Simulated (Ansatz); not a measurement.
## CoSi$_{2}$, one cell by several methods

```yaml
crystal:
  lattice:
    - [0.00000, 2.76297, 2.68250]
    - [2.76297, 0.00000, 2.68250]
    - [2.76297, 2.76297, 0.00000]
  atoms:
    - { symbol: Co, position: [0.00000, 0.00000, 0.00000] }
    - { symbol: Si, position: [0.25000, 0.25000, 0.25000] }
    - { symbol: Si, position: [0.75000, 0.75000, 0.75000] }
```

Atom numbers follow the list: Co1, Si2, Si3.

The cell is COD entry 1008148, as deposited and not checked against the literature; nothing was relaxed. The listed cell was then made from it by scaling, straining or moving an atom.

Methods: DFT, PBE, PAW with Ansatz's default frozen-core files, scalar-relativistic (Ansatz 0.2.0); DFT, PBE, all-electron PAW with datasets made for the crystal, scalar-relativistic (Ansatz 0.2.0); DFT, PBE, all-electron LAPW, scalar-relativistic (Ansatz 0.2.0).

For PAW: a Γ-centred 11×11×11 k mesh, Fermi–Dirac smearing of 0.05 eV, cutoff 420 eV, spin-polarised from start moments Co1 2 μB (the moments died away, and the run ended non-magnetic). The crystal-made all-electron datasets (AE datasets) take a cutoff of 300 eV at this cell. LAPW targets a basis error of 1 meV/atom. The Ansatz runs share mesh, smearing and spin set-up. Plane-wave (PAW) pressures include the program's estimate of the Pulay term.

Stress and pressure are positive in compression.

The change that made this cell: equal xx and yy strain of +3 %.

```tsv
quantity	PAW	AE datasets	LAPW
pressure (GPa)	-9.59	-9.53	-9.53
stress xx (GPa)	-10.39	-10.33	-10.33
stress zz (GPa)	-7.97	-7.92	-7.92
```
